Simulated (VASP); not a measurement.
Co: equation of state with PBE

Co:

```xyz
4
Lattice="2.4706 0.0000 0.0000 -1.2353 2.1396 0.0000 0.0000 0.0000 8.0882" Properties=species:S:1:pos:R:3 pbc="T T T"
Co    1.2353    0.7132    6.0662
Co    0.0000    0.0000    4.0441
Co    0.0000    1.4264    2.0221
Co    0.0000    0.0000    0.0000
```

* Program: VASP 6.6.1
* Task: equation of state
* Functional: PBE
* Potentials or basis: VASP PAW PBE potentials, release 64 (Co)
* Cutoff: 520 eV
* k mesh: 12 × 12 × 4
* Occupations: fermi-dirac, width 0.05 eV
* Spin: collinear spin, ferromagnetic start
* Starting moments: [2.0, 2.0, 2.0, 2.0] μB

| Property | Result |
| --- | --- |
| Equilibrium volume | 10.88 Å³/atom |
| Bulk modulus at fixed shape and positions | 206 GPa |
| Pressure derivative of the bulk modulus | 4.0 |

Energy against volume, from the lowest point:
```csv
volume (Å³/atom),energy (meV/atom)
10.047,46.74
10.261,24.93
10.475,10.30
10.688,2.18
10.902,0.00
11.116,3.20
11.330,11.19
```

All runs of the series together: 9.4 min on 1 thread of Intel(R) Xeon(R) 6975P-C (Granite Rapids), with other jobs on the host.

Caveat: the cell was scaled at fixed shape and fractional positions, which overstates the stiffness of a crystal with free parameters, most of all of layers and chains.
